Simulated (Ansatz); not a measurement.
**ZnS (wurtzite): the band gap by level of theory**

All numbers come from Ansatz. The values are computed, spin-unpolarised, and not measurements.

Structure: ZnS built on the wurtzite prototype, at its r2SCAN minimum. Zn is surrounded by 4 S at 2.33–2.34 Å; S is surrounded by 4 Zn at 2.33–2.34 Å.

Space group P6_3mc (No. 186). a = 3.805 Å, b = 3.805 Å, c = 6.244 Å, α = 90.00°, β = 90.00°, γ = 120.00°
```tsv
atom	site	symmetry	x	y	z
Zn	2b	3m.	0.3333	0.6667	0.0003
S	2b	3m.	0.3333	0.6667	0.3747
```

Relaxed lattice by functional, symmetry kept:
```
functional   k mesh  a (Å)  c (Å)  volume (Å³/atom)
       PBE  12×12×4  3.845  6.305             20.18
    r2SCAN  12×12×4  3.805  6.244             19.58
```

Gaps on the r2SCAN cell, each the least over its mesh and the special points:

| level | k mesh | gap (eV) | kind | edges | least direct gap (eV) | rough cost |
| --- | --- | --- | --- | --- | --- | --- |
| PBE | 12×12×4 | 2.21 | direct | Γ | 2.21 | 18 core-seconds |
| r2SCAN | 12×12×4 | 2.78 | direct | Γ | 2.78 | 30 core-seconds |
| HSE06 | 6×6×4 | 3.44 | direct | Γ | 3.44 | 4 core-minutes |
| PBE0 | 6×6×4 | 4.11 | direct | Γ | 4.11 | 4 core-minutes |

PBE: smearing of 0.02 eV; the others have fixed occupations.
Wave cutoffs: 420 eV, 500 eV (r2SCAN).
Costs come from shared machines and give only the order; PBE's includes the band path. The runs had 2 threads of Arm Neoverse V1, on a shared host.

The HSE06 gap is direct at Γ: 3.44 eV. With r2SCAN, at Γ the top three valence levels group as 2+1 from the top, spread over 85 meV.

r2SCAN covers 46 % of the step from PBE to HSE06, while HSE06 needs about 8 times r2SCAN's cost (on a coarser mesh). All these functionals give a gap of the same kind, direct.

r2SCAN (ground state on 6×6×4): The clamped-ion dielectric constant comes out as 5.34 along x and y, 5.45 along z. Born charges, averaged over directions: Zn +1.97, S -1.97 e.

The meshes of the hybrids are coarse, so their gaps aren't converged to the digits shown.

The splittings at Γ are without spin-orbit coupling, which regroups them where it is of like size or larger.
